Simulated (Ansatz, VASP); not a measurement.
# One calculation of C, two programs

```
C
1.0
     2.52210    0.00000    0.00000
    -1.26105    2.18420    0.00000
     0.00000    0.00000    8.23710
C
8
Direct
  0.00000 0.00000 0.09375
  0.00000 0.00000 0.59375
  0.00000 0.00000 0.40625
  0.00000 0.00000 0.90625
  0.33333 0.66667 0.15625
  0.66667 0.33333 0.65625
  0.33333 0.66667 0.34375
  0.66667 0.33333 0.84375
```

This is a hexagonal form of diamond, not graphite.

Alike in both runs: task single point; functional PBE; k mesh 12 × 12 × 4; occupations gaussian, width 0.05 eV; no spin polarisation.

|  | VASP | Ansatz |
| --- | --- | --- |
| version | VASP 6.6.1 | Ansatz 0.2.0 |
| potentials or method | VASP PAW PBE potentials, release 64 (C) | scalar-relativistic, plane waves, PAW |
| plane-wave cutoff (eV) | 520 | 420 |
| valence electrons in the cell | 32 | 32 |

|  | VASP | Ansatz | Ansatz less VASP |
| --- | --- | --- | --- |
| gap on the k mesh at the Fermi level (eV) | 4.41 | 4.42 | +0.009 |
| least direct gap on the mesh (eV) | 5.18 | 5.19 | +0.007 |
| pressure (GPa) | 2.9 | 2.3 | -0.67 |
| largest component of the traceless stress (GPa) | 8.20 | 8.20 | -0.005 |
| rms of the force components (eV/Å) | 0.187 | 0.187 | -0.0003 |

Atom by atom the forces differ by 0.001 eV/Å (rms over components).
